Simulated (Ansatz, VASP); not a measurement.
**PtSe2: VASP beside Ansatz**

INCAR

```
PREC = Accurate
ENCUT = 520
EDIFF = 1E-7
ISMEAR = 0
SIGMA = 0.15
LREAL = False
LASPH = True
NELM = 80
ALGO = Normal
ISIF = 2
LWAVE = False
LCHARG = True
GGA = PE
IVDW = 12
LELF = True
LVHAR = True
NBANDS = 18
```

Contents of KPOINTS:

```
regular mesh
0
Gamma
  12 12 8
```

POSCAR

```
PtSe2
1.0
    3.8231475509      0.0000000000      0.0000000000
   -1.9115737755      3.3109429015      0.0000000000
    0.0000000000      0.0000000000      4.6925313040
Pt Se
1 2
Direct
    0.0000000000      0.0000000000      0.0000000000
    0.3333333333      0.6666666667      0.2655211092
    0.6666666667      0.3333333333      0.7344788908
```

Input for Ansatz:

```yaml
crystal:
  lattice:
    - [3.8231475509, 0.0, 0.0]
    - [-1.9115737755, 3.3109429015, 0.0]
    - [0.0, 0.0, 4.692531304]
  atoms:
    - { symbol: Pt, position: [0.0, 0.0, 0.0] }
    - { symbol: Se, position: [0.3333333333, 0.6666666667, 0.2655211092] }
    - { symbol: Se, position: [0.6666666667, 0.3333333333, 0.7344788908] }
basis:
  ecutwfc: 420
kpoints:
  mp_grid: { grid: [12, 12, 8] }
hamiltonian:
  xc: pbe
  pseudopotentials: { kind: paw, azcp: { folder: soft_1 } }
  dispersion: d3bj
scf:
  occupations: { method: gaussian, width: 0.15 }
output:
  forces: true
  stress: true
  eigenvalues: true
  write_density: true
  write_potential: true
  elf: true
  volumetric_format: npy
```

Alike in both runs: task single point; functional PBE; dispersion D3(BJ); k mesh 12 × 12 × 8; occupations gaussian, width 0.15 eV; no spin polarisation.

```csv
,VASP,Ansatz
version,VASP 6.6.1,Ansatz 0.2.0
potentials or method,"VASP PAW PBE potentials, release 64 (Pt, Se)","scalar-relativistic, plane waves, PAW"
plane-wave cutoff (eV),520,420
valence electrons in the cell,22,50
```

```tsv
	VASP	Ansatz	Ansatz less VASP
gap on the k mesh at the Fermi level (eV)	none	none	-
pressure (GPa)	-1.2	-1.2	+0.02
largest component of the traceless stress (GPa)	1.88	1.88	0.000
rms of the force components (eV/Å)	0.016	0.014	-0.0023
```

Atom by atom the forces differ by 0.002 eV/Å (rms over components). A gap of «none» marks a metal or a gap that the smearing closes. The two sets of potentials don't hold the same shells in valence.

Caveats: pairwise dispersion overbinds metals, which lowers pressure and volume. Spin-orbit coupling is left out, which matters for the levels of Pt.
